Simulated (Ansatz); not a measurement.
# BaTiO3: response to strain

BaTiO3 is deformed so: equal xx and yy strain of -2 %. What stress and forces result, by LAPW, PAW and all-electron datasets made for the crystal?

Computed with Ansatz 0.2.0 (DFT PBE, scalar-relativistic, unless a step's input says otherwise).

## (1) The system as given

Symmetry: P4mm, No. 99, tetragonal system. Conventional cell: a = 4.000 Å, b = 4.000 Å, c = 4.018 Å, α = 90.00°, β = 90.00°, γ = 90.00°. Around Ba (site symmetry 4mm) lie 12 O at 2.79 to 2.88 Å. Around Ti (site symmetry 4mm) lie 6 O at 1.87 to 2.15 Å. O (site symmetry 4mm) has 2 Ti at 1.87 to 2.15 Å as nearest neighbours. O (site symmetry 2mm) is surrounded by 2 Ti at 2.00 Å and 4 Ba at 2.79 to 2.88 Å.

Coordinates:

```xyz
5
Lattice="3.9998 0.0000 0.0000 0.0000 3.9998 0.0000 0.0000 0.0000 4.0180" Properties=species:S:1:pos:R:3 pbc="T T T"
Ba    0.0000    0.0000    0.0000
Ti    1.9999    1.9999    1.9367
O     1.9999    1.9999    0.0643
O     1.9999    0.0000    2.0693
O     0.0000    1.9999    2.0693
```

Atoms are numbered in the order of the input: Ba1, Ti2, O3, O4, O5.

## (2) After the deformation

Space group P4mm before, P4mm after.

## (3) Full-potential LAPW

input.yaml

```yaml
crystal:
  lattice:
    - [3.919804, 0.0, 0.0]
    - [0.0, 3.919804, 0.0]
    - [0.0, 0.0, 4.018]
  atoms:
    - { symbol: Ba, position: [0.0, 0.0, 0.0] }
    - { symbol: Ti, position: [0.5, 0.5, 0.482] }
    - { symbol: O, position: [0.5, 0.5, 0.016] }
    - { symbol: O, position: [0.5, 0.0, 0.515] }
    - { symbol: O, position: [0.0, 0.5, 0.515] }
kpoints:
  mp_grid: { grid: [7, 7, 7] }
  band_path:
    path:
      - [0.0, 0.0, 0.0]
      - [0.0, 0.5, 0.0]
      - [0.5, 0.5, 0.0]
      - [0.0, 0.0, 0.0]
      - [0.0, 0.0, 0.5]
      - [0.0, 0.5, 0.5]
      - [0.5, 0.5, 0.5]
      - [0.0, 0.0, 0.5]
      - [0.0, 0.5, 0.0]
    npoints: 5
scf:
  occupations: { method: fermi_dirac, width: 0.08 }
hamiltonian:
  xc: pbe
  pseudopotentials: { kind: all_electron, lapw: { basis_error: 0.001 } }
output:
  forces: true
  stress: true
  eigenvalues: true
```

Launch:

```console
$ ansatz run input.yaml --threads 2 --pin off --max-ram 6144MiB --backend cpu --events-out ev --progress --plain --runs-dir out
```

## (4) Frozen-core PAW

input.yaml

```yaml
crystal:
  lattice:
    - [3.919804, 0.0, 0.0]
    - [0.0, 3.919804, 0.0]
    - [0.0, 0.0, 4.018]
  atoms:
    - { symbol: Ba, position: [0.0, 0.0, 0.0] }
    - { symbol: Ti, position: [0.5, 0.5, 0.482] }
    - { symbol: O, position: [0.5, 0.5, 0.016] }
    - { symbol: O, position: [0.5, 0.0, 0.515] }
    - { symbol: O, position: [0.0, 0.5, 0.515] }
kpoints:
  mp_grid: { grid: [7, 7, 7] }
scf:
  occupations: { method: fermi_dirac, width: 0.08 }
hamiltonian:
  xc: pbe
  pseudopotentials: { kind: paw }
output:
  forces: true
  stress: true
  eigenvalues: true
  efg: { contact_densities: true }
```

## (5) Datasets made for this crystal

input.yaml, as its differences from that of step 4:

```diff
@@ -17,3 +17,3 @@
   xc: pbe
-  pseudopotentials: { kind: paw }
+  pseudopotentials: { kind: all_electron, datasets: crystal }
 output:
```

(Steps that only read results are left out.)

**Question.** What will these runs give? Wanted: pressure; largest shear or deviatoric stress.

**Answer**, as computed:

```
                                 quantity                                              value
                                 pressure  LAPW 10.30, PAW 10.31, crystal datasets 10.30 GPa
largest shear or deviatoric stress (LAPW)                                           1.90 GPa
```

In words: The largest part of the stress beyond the pressure is 1.90 GPa in size, in the zz component; the atoms are carried along and not relaxed. No run of the undeformed cell stands beside it, so the pressure holds what the given cell had before the change. PAW: stress within 0.02 GPa of LAPW, forces within 2 meV/Å. Crystal datasets: stress within 0.01 GPa of LAPW, forces within 1 meV/Å. Spin-orbit coupling is left out, though the cell holds Ba; in elements this heavy it can shift bands and gaps by tenths of an eV.
